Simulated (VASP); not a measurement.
Level of theory: PBE GGA, VASP's PBE PAW potentials (set 64) (plane waves; VASP).

The input files of a VASP run:

### POSCAR
```
BaF2
1.0
  0.0000000000   3.1203874136   3.1203874136
  3.1203874136   0.0000000000   3.1203874136
  3.1203874136   3.1203874136   0.0000000000
Ba F
1 2
Cart
  3.1203874136   6.2407748272   3.1203874136
  1.5601937068   1.5601937068   1.5601937068
  4.6805811204   4.6805811204   4.6805811204
```

INCAR:
```
SYSTEM = BaF2
PREC = Accurate
ENCUT = 600
EDIFF = 1E-7
NELM = 100
ALGO = Normal
LREAL = .FALSE.
LASPH = .TRUE.
ISMEAR = 0
SIGMA = 0.05
GGA = PE
LMAXMIX = 4
LWAVE = .FALSE.
LCHARG = .FALSE.
ISIF = 3
IBRION = 2
NSW = 40
EDIFFG = -0.01
PSTRESS = 10
```

### KPOINTS
```
K-points
0
G
 8 8 8
```

POTCAR, in this order: Ba_sv F (PBE.64 set). Program: vasp_std.

Output of the run:

File OUTCAR:
```
 ion  position               nearest neighbor table
   1  0.000  0.000  0.000-   2 2.70   3 2.70   3 2.70   3 2.70   3 2.70   2 2.70   2 2.70   2 2.70
  LATTYP: Found a face centered cubic cell.
 ALAT       =     6.2407748272
 Subroutine PRICEL returns:
 Original cell was already a primitive cell.
 Subroutine GETGRP returns: Found 48 space group operations
The static configuration has the point symmetry O_h .
The dynamic configuration has the point symmetry O_h .
 Subroutine INISYM returns: Found 48 space group operations
 Subroutine IBZKPT returns following result:
 Found     29 irreducible k-points:

 Following reciprocal coordinates:
            Coordinates               Weight
  0.000000  0.000000  0.000000      1.000000
  0.125000  0.000000  0.000000      8.000000
  0.250000  0.000000  0.000000      8.000000
  0.375000  0.000000  0.000000      8.000000
  0.500000  0.000000  0.000000      4.000000
  0.125000  0.125000  0.000000      6.000000
  0.250000  0.125000  0.000000     24.000000
  0.375000  0.125000  0.000000     24.000000
  0.500000  0.125000  0.000000     24.000000
 -0.375000  0.125000  0.000000     24.000000
 -0.250000  0.125000  0.000000     24.000000
 -0.125000  0.125000  0.000000     12.000000
  0.250000  0.250000  0.000000      6.000000
  0.375000  0.250000  0.000000     24.000000
  0.500000  0.250000  0.000000     24.000000
 -0.375000  0.250000  0.000000     24.000000
 -0.250000  0.250000  0.000000     12.000000
  0.375000  0.375000  0.000000      6.000000
  0.500000  0.375000  0.000000     24.000000
 -0.375000  0.375000  0.000000     12.000000
  0.500000  0.500000  0.000000      3.000000
  0.375000  0.250000  0.125000     24.000000
  0.500000  0.250000  0.125000     48.000000
 -0.375000  0.250000  0.125000     24.000000
  0.500000  0.375000  0.125000     24.000000
 -0.375000  0.375000  0.125000     48.000000
 -0.250000  0.375000  0.125000     24.000000
 -0.375000  0.500000  0.125000     12.000000
 -0.250000  0.500000  0.250000      6.000000
   k-points           NKPTS =     29   k-points in BZ     NKDIM =     29   number of bands    NBANDS=     16
   number of dos      NEDOS =    301   number of ions     NIONS =      3
   total plane-waves  NPLWV =  46656
   dimension x,y,z NGX =    36 NGY =   36 NGZ =   36
   dimension x,y,z NGXF=    72 NGYF=   72 NGZF=   72
   ions per type =               1   2
   PREC   = accura    normal or accurate (medium, high low for compatibility)
   ISTART =      0    job   : 0-new  1-cont  2-samecut
   ICHARG =      2    charge: 1-file 2-atom 10-const
   ISPIN  =      1    spin polarized calculation?
   LNONCOLLINEAR =      F non collinear calculations
   LSORBIT =      F    spin-orbit coupling
   INIWAV =      1    electr: 0-lowe 1-rand  2-diag
   ENCUT  =  600.0 eV  44.10 Ry    6.64 a.u.   8.81  8.81  8.81*2*pi/ulx,y,z
   NELM   =    100;   NELMIN=  2; NELMDL= -5     # of ELM steps
   EDIFF  = 0.1E-06   stopping-criterion for ELM
   LREAL  =      F    real-space projection
   NLSPLINE    = F    spline interpolate recip. space projectors
   LMAXMIX     =    4 max onsite mixed and CHGCAR
   VOSKOWN=      0    Vosko Wilk Nusair interpolation
   EDIFFG = -.1E-01   stopping-criterion for IOM
   NSW    =     40    number of steps for IOM
   NBLOCK =      1;   KBLOCK =     40    inner block; outer block
   IBRION =      2    ionic relax: 0-MD 1-quasi-New 2-CG
   NFREE  =      1    steps in history (QN), initial steepest desc. (CG)
   ISIF   =      3    stress and relaxation
   ISYM   =      2    0-nonsym 1-usesym 2-fastsym
   TEIN   =    0.0    initial temperature
   TEBEG  =    0.0;   TEEND  =   0.0 temperature during run
   SMASS  =  -3.00    Nose mass-parameter (am)
   PSTRESS=   10.0 pullay stress
...
```

OSZICAR:
```
       N       E                     dE             d eps       ncg     rms          rms(c)
DAV:   1     0.175994187643E+03    0.17599E+03   -0.14351E+04   928   0.156E+03
DAV:   2    -0.113674519173E+02   -0.18736E+03   -0.18210E+03  1192   0.312E+02
DAV:   3    -0.187540957830E+02   -0.73866E+01   -0.73774E+01  1304   0.713E+01
DAV:   4    -0.188981440939E+02   -0.14405E+00   -0.14403E+00  1128   0.816E+00
DAV:   5    -0.189026898803E+02   -0.45458E-02   -0.45458E-02  1336   0.101E+00    0.853E+00
DAV:   6    -0.171018187520E+02    0.18009E+01   -0.10005E+01   928   0.250E+01    0.428E+00
DAV:   7    -0.170980309601E+02    0.37878E-02   -0.37219E-01  1240   0.565E+00    0.216E+00
DAV:   8    -0.171160354215E+02   -0.18004E-01   -0.60686E-02  1048   0.307E+00    0.290E-01
DAV:   9    -0.171244524885E+02   -0.84171E-02   -0.15965E-02  1128   0.932E-01    0.151E-01
DAV:  10    -0.171270838581E+02   -0.26314E-02   -0.41140E-03   952   0.485E-01    0.455E-02
DAV:  11    -0.171270807016E+02    0.31565E-05   -0.49322E-04  1272   0.175E-01    0.256E-02
DAV:  12    -0.171270926680E+02   -0.11966E-04   -0.10352E-04   928   0.767E-02    0.288E-03
DAV:  13    -0.171270933252E+02   -0.65717E-06   -0.25227E-06  1264   0.120E-02    0.298E-03
DAV:  14    -0.171270936379E+02   -0.31270E-06   -0.81546E-08   816   0.255E-03    0.994E-04
DAV:  15    -0.171270937772E+02   -0.13936E-06   -0.18224E-07   856   0.343E-03    0.616E-04
DAV:  16    -0.171270937672E+02    0.99858E-08   -0.15160E-08   680   0.978E-04
   1 F= -.16747827E+02 E0= -.16747827E+02  d E =-.167478E+02
```

OUTCAR:
```
------------------------ aborting loop because EDIFF is reached ----------------------------------------
  FORCE on cell =-STRESS in cart. coord.  units (eV):
  Direction    XX          YY          ZZ          XY          YZ          ZX
  --------------------------------------------------------------------------------------
  Total        0.4035397      0.4035397      0.4035397     -0.0000000     -0.0000000      0.0000000
  in kB       10.6399919     10.6399919     10.6399919     -0.0000000     -0.0000000      0.0000000
  external PRESSURE =       0.6399919 kB  Pullay stress =      10.0000000 kB
  volume of cell :       60.77
      direct lattice vectors                 reciprocal lattice vectors
     0.000000000  3.120387414  3.120387414    -0.160236514  0.160236514  0.160236514
     3.120387414  0.000000000  3.120387414     0.160236514 -0.160236514  0.160236514
     3.120387414  3.120387414  0.000000000     0.160236514  0.160236514 -0.160236514
 POSITION                                       TOTAL-FORCE (eV/Angst)
 -----------------------------------------------------------------------------------
      0.00000      0.00000      0.00000         0.000000      0.000000     -0.000000
      1.56019      1.56019      1.56019        -0.000000     -0.000000     -0.000000
      4.68058      4.68058      4.68058         0.000000      0.000000      0.000000
 -----------------------------------------------------------------------------------
    total drift:                                0.000000      0.000000      0.000000
  FREE ENERGIE OF THE ION-ELECTRON SYSTEM (eV)
  ---------------------------------------------------
  free  energy   TOTEN  =       -17.1270937672 eV

  energy  without entropy=      -17.1270937672  energy(sigma->0) =      -17.12709377
  enthalpy is  TOTEN    =       -16.7478268465 eV   P V=        0.3792669207

 reached required accuracy - stopping structural energy minimisation
```
(Selected blocks of OUTCAR.)

The compound is BaF2 in the fluorite structure. It was relaxed first under an external pressure of 1 GPa.
